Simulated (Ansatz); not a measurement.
GaSb and its competing phases

Theory: DFT PBE, scalar-relativistic, plane waves, PAW in Ansatz. Settings: cutoff 420 eV, Γ-centred meshes spaced at most about 0.3 Å⁻¹, and about 0.25 Å⁻¹ or finer for metals (2π included), Gaussian smearing. No spin polarisation.

Energies over the elements count from the elements' standard structures at the same level, with no fitted energy shifts.

These are static total energies at zero pressure. These runs have no spin–orbit coupling, which can matter for Sb.

The competitors are the elements and 1 reference phase of this chemical system (from databases or known types: GaSb), relaxed at the same level; other known phases may be missing.

The candidate was reached from: close-packed anion layers stacked AB.

```yaml
crystal:
  lattice:
    - [3.97879, 0.00000, 0.00000]
    - [-1.98939, 3.44573, 0.00000]
    - [0.00000, 0.00000, 7.16215]
  atoms:
    - { symbol: Ga, position: [0.00000, 0.00000, 0.00000] }
    - { symbol: Ga, position: [0.00000, 0.00000, 0.50000] }
    - { symbol: Sb, position: [0.33333, 0.66667, 0.75000] }
    - { symbol: Sb, position: [0.66667, 0.33333, 0.25000] }
```

Problem. Is it stable, and against what?

Solution. Not the lowest form: another structure of the same formula lies lower. Its formation energy is 0.059 eV/atom. The lowest competing phase at this composition is this:

| phase | space group | source | share of atoms | ΔE_f (eV/atom) |
| --- | --- | --- | --- | --- |
| GaSb | F-43m (No. 216) | Materials Project | 1.0000 | -0.166 |

The candidate lies 0.23 eV/atom above this phase. The candidate matches no cell in the subsets of the Crystallography Open Database and the Materials Project at hand. A phase this far over the hull is unlikely to be made. It has the nickel arsenide type.
